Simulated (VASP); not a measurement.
A run of VASP 6.6.1:

File INCAR:

```
SYSTEM = Pd
ALGO = Fast
EDIFF = 1E-7
ENCUT = 520
GGA = PS
ISIF = 2
ISMEAR = 0
LASPH = .TRUE.
LCHARG = .TRUE.
LELF = .TRUE.
LREAL = .FALSE.
LVHAR = .TRUE.
LWAVE = .FALSE.
NBANDS = 28
NELM = 100
PREC = Accurate
SIGMA = 0.1
```

Contents of KPOINTS:

```
k-points
0
G
  6 6 4
  0 0 0
```

The input POSCAR:

```
Pd
1.0
    2.1051807153     -3.5678909111      0.0000000000
    2.1051807153      3.5678909111      0.0000000000
    0.0000000000      0.0000000000      4.2159619292
Pd
4
Direct
    0.1525000000      0.8475000000      0.0785000000
    0.6525000000      0.3475000000      0.4215000000
    0.8475000000      0.1525000000      0.9215000000
    0.3475000000      0.6525000000      0.5785000000
```

Potentials or basis: VASP PAW PBE potentials, release 64 (Pd).

Launch:

```console
$ cat potpaw_PBE.64/Pd/POTCAR > POTCAR
$ mpirun -np 1 vasp_std > vasp.out
```

Hardware: 1 thread of Intel(R) Xeon(R) Platinum 8375C CPU @ 2.90GHz (Ice Lake), with other jobs on the host.

Task: How long does it take, and how much memory?

Result: Run time: 89 s on 1 thread of Intel(R) Xeon(R) Platinum 8375C CPU @ 2.90GHz (Ice Lake) (shared host), peak memory 0.2 GiB. Counts: scf iterations 16, k points 39.
